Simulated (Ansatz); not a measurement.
Set up this calculation in Ansatz 0.2.0, as the native input.

* Task: relaxation of cell and atoms
* Functional: PBE
* Potentials or basis: Ansatz PAW
* Cutoff: 420 eV (not typed: the program's choice for these potentials)
* k mesh: 7 × 7 × 2
* Occupations: fermi-dirac, width 0.05 eV
* Spin: no spin polarisation

Slab: WS2, a slab with vacuum.

```
W S
1.0
     3.18321    0.00000    0.00000
    -1.59160    2.75674    0.00000
     0.00000    0.00000   23.66876
W S
2 4
Direct
  0.66667 0.33333 0.36268
  0.33333 0.66667 0.63732
  0.66667 0.33333 0.70318
  0.33333 0.66667 0.42856
  0.66667 0.33333 0.57144
  0.33333 0.66667 0.29682
```

These files were run (other wordings do the same):

input.yaml

```yaml
crystal:
  lattice:
    - [3.1832085602, 0.0, 0.0]
    - [-1.5916042801, 2.7567394786, 0.0]
    - [0.0, 0.0, 23.66876325]
  atoms:
    - { symbol: W, position: [0.6666666667, 0.3333333333, 0.36268246] }
    - { symbol: W, position: [0.3333333333, 0.6666666667, 0.63731754] }
    - { symbol: S, position: [0.6666666667, 0.3333333333, 0.70318389] }
    - { symbol: S, position: [0.3333333333, 0.6666666667, 0.42855817] }
    - { symbol: S, position: [0.6666666667, 0.3333333333, 0.57144183] }
    - { symbol: S, position: [0.3333333333, 0.6666666667, 0.29681611] }
hamiltonian:
  xc: pbe
  pseudopotentials: { kind: paw }
kpoints:
  mp_grid: { grid: [7, 7, 2] }
scf:
  occupations: { method: fermi_dirac, width: 0.05 }
output:
  forces: true
  stress: true
  eigenvalues: true
relax:
  f_tol: 0.01
  max_steps: 40
  cell: { stress_tol: 0.05 }
```

Potentials or basis: Ansatz PAW.

Run with:

```bash
$ ansatz run input.yaml --threads 2 --pin off --max-ram 5632MiB --backend cpu --events-out ev --progress --plain --runs-dir out
```

It gave:

```yaml
Relaxed_volume: 35.44 Å³/atom
Relaxed_cell: a = 3.188 Å, b = 3.188 Å, c = 24.165 Å, α = 90.00°, β = 90.00°, γ = 120.00°
Space_group_after_relaxing_to_0.05_Å: P-3m1 (No. 164)
Energy_gained_by_relaxing: 3.9 meV/atom
Ionic_steps: 8
Band_gap_on_the_k_mesh: 1.92 eV, indirect (least direct gap 2.42 eV)
```

Caveat: odd divisions of the mesh miss points on the zone boundary, where band edges often lie, so the gap on the mesh can be too wide; the plane-wave basis is chosen anew once the cell has moved, so the energies of steps on either side of that aren't comparable; spin-orbit coupling is left out, which moves the levels of the heavy elements.

Wall time 29 s on 2 threads of Arm Neoverse V2, on a shared host, peak memory 0.51 GiB.
